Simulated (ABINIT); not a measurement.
The system is ZrS2.

```
CELL_PARAMETERS angstrom
3.69138 0.00000 0.00000
-1.84569 3.19683 0.00000
0.00000 0.00000 6.04108
ATOMIC_POSITIONS crystal
Zr 0.00000 0.00000 0.00000
S 0.33333 0.66667 0.23791
S 0.66667 0.33333 0.76209
```

The cell is a database's computed one.

Base run:

- Program: ABINIT 10.8.3 (patched build)
- Functional: LDA
- Potentials or basis: JTH PAW LDA v2.0
- Cutoff: 544 eV
- k mesh: 5 × 5 × 3
- Occupations: fermi-dirac, width 0.05 eV
- Spin: no spin polarisation

Its results: band gap on the k mesh 1.03 eV, indirect (least direct gap 1.52 eV); pressure -4.5 GPa; largest force 0.326 eV/Å.

Q: The run is repeated on the same cell with these changes: k mesh from 5 × 5 × 3 to 8 × 8 × 5. What comes out?

A: Band gap on the k mesh 0.93 eV, indirect (least direct gap 1.53 eV); pressure -4.7 GPa; largest force 0.310 eV/Å.

Caveats: an odd mesh through Γ misses points on the zone boundary, where band edges often lie (some runs).
